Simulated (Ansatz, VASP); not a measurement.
One calculation of BiTe, two programs

INCAR

```
ALGO     = Normal         # electronic algorithm
EDIFF    = 1E-7           # SCF threshold, eV
ENCUT    = 520            # plane-wave cutoff, eV
GGA      = PS             # functional
ISIF     = 2              # what is computed and relaxed
ISMEAR   = 0              # smearing method
LASPH    = True           # aspherical terms in the spheres
LCHARG   = False          # write CHGCAR
LREAL    = False          # projectors in reciprocal space
LWAVE    = False          # write WAVECAR
NBANDS   = 18             # bands
NELM     = 100            # most SCF steps
PREC     = Accurate       # precision mode
SIGMA    = 0.1            # smearing width, eV
```

File KPOINTS:

```
k-points
0
Gamma
  12 12 12
```

The input POSCAR:

```
BiTe
1.0
    2.2303478432      1.2876947566      3.1477482132
   -2.5504783131      1.3825195388      3.3415648350
   -0.0779445646     -2.9000031091      3.3415480048
Bi Te
1 1
Direct
    0.5000000000      0.5000000000      0.5000000000
    0.0000000000      0.0000000000      0.0000000000
```

Input for Ansatz:

```yaml
crystal:
  lattice:
    - [2.2303478432, 1.2876947566, 3.1477482132]
    - [-2.5504783131, 1.3825195388, 3.341564835]
    - [-0.0779445646, -2.9000031091, 3.3415480048]
  atoms:
    - { symbol: Bi, position: [0.5, 0.5, 0.5] }
    - { symbol: Te, position: [0.0, 0.0, 0.0] }
basis:
  ecutwfc: 420
kpoints:
  mp_grid: { grid: [12, 12, 12] }
hamiltonian:
  xc: pbesol
scf:
  occupations: { method: gaussian, width: 0.1 }
output:
  forces: true
  stress: true
  eigenvalues: true
```

Alike in both runs: task single point; functional PBEsol; k mesh 12 × 12 × 12; occupations gaussian, width 0.1 eV; no spin polarisation.

|  | VASP | Ansatz |
| --- | --- | --- |
| version | VASP 6.6.1 | Ansatz 0.2.0 |
| potentials or method | VASP PAW PBE potentials, release 64 (Bi_d, Te) | scalar-relativistic, plane waves, PAW |
| plane-wave cutoff (eV) | 520 | 420 |
| valence electrons in the cell | 21 | 31 |

Ansatz gave:

* gap on the k mesh at the Fermi level (eV): none
* pressure (GPa): -1.7
* largest component of the traceless stress (GPa): 1.39

**Question.** Estimate VASP's values.

**Answer.** gap on the k mesh at the Fermi level (eV): none; pressure (GPa): -1.8; largest component of the traceless stress (GPa): 1.39.

A gap of «none» marks a metal or a gap that the smearing closes. The two sets of potentials don't hold the same shells in valence. Ansatz warned: «near_symmetry_operations_not_taken».

Caveats: the PAW data sets were made with another functional, which shifts forces and pressure a little (VASP); spin-orbit coupling is left out, which moves the levels of the heavy elements.
